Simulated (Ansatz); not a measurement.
# A computed series for Be2C: response to strain

Consider Be$_{2}$C (space group Fm-3m, No. 225).

```
CELL_PARAMETERS angstrom
      0.00000     2.15532     2.15532
      2.15532     0.00000     2.15532
      2.15532     2.15532     0.00000
ATOMIC_POSITIONS crystal
  Be 0.25000 0.25000 0.25000
  Be 0.75000 0.75000 0.75000
  C  0.00000 0.00000 0.00000
```

Cartesian axes are those of the cell as printed.

Strains are applied to the cell and any free atomic positions relax; under biaxial strain the out-of-plane vector relaxes too.

Level of theory: Ansatz (a first-principles code), PBEsol, PAW, cutoff 420 eV, no SOC.

```csv
"biaxial strain, plane normal [001], relaxed out of plane (%)",out-of-plane strain (%)
0,0.00
0.5,?
1,-0.06
1.5,-0.08
2,-0.11
2.5,-0.13
3,-0.15
```

Question: Fit ε⊥ = −νε + γε² (strains in %) to the rows shown and predict the withheld row.

Answer: Least squares on the printed values gives ν = 0.06 (the biaxial Poisson response) and γ = 0.004 (largest residual 0.00 %); this predicts -0.03 %, and the run gives -0.03 %, in agreement.

Stability against distortions was not tested.
